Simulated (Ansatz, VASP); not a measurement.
## Two plane-wave programs on H

```xyz
4
Lattice="2.6235 -2.5669 0.0000 2.6235 2.5669 0.0000 0.0000 0.0000 4.1418" Properties=species:S:1:pos:R:3 pbc="T T T"
H     2.6235   -2.3271    0.2838
H     2.6235    0.2398    1.7872
H     2.6235   -0.2398    2.3547
H     2.6235    2.3271    3.8581
```

Alike in both runs: task single point; functional PBEsol; k mesh 6 × 6 × 6; occupations gaussian, width 0.05 eV; no spin polarisation.

|  | VASP | Ansatz |
| --- | --- | --- |
| version | VASP 6.6.1 | Ansatz 0.2.0 |
| potentials or method | VASP PAW PBE potentials, release 64 (H) | scalar-relativistic, plane waves, PAW |
| plane-wave cutoff (eV) | 520 | 420 |
| valence electrons in the cell | 4 | 4 |

```tsv
	VASP	Ansatz	Ansatz less VASP
gap on the k mesh at the Fermi level (eV)	9.14	9.14	+0.003
least direct gap on the mesh (eV)	9.76	9.77	+0.003
pressure (GPa)	0.7	0.8	+0.16
largest component of the traceless stress (GPa)	0.79	0.80	+0.009
rms of the force components (eV/Å)	0.332	0.331	-0.0008
```

Atom by atom the forces differ by 0.001 eV/Å (rms over components).

Caveats: the PAW data sets were made with another functional, which shifts forces and pressure a little (VASP). A k mesh can miss the band edges. Expect the measured gap to be larger: semilocal functionals such as PBEsol lack the derivative discontinuity.
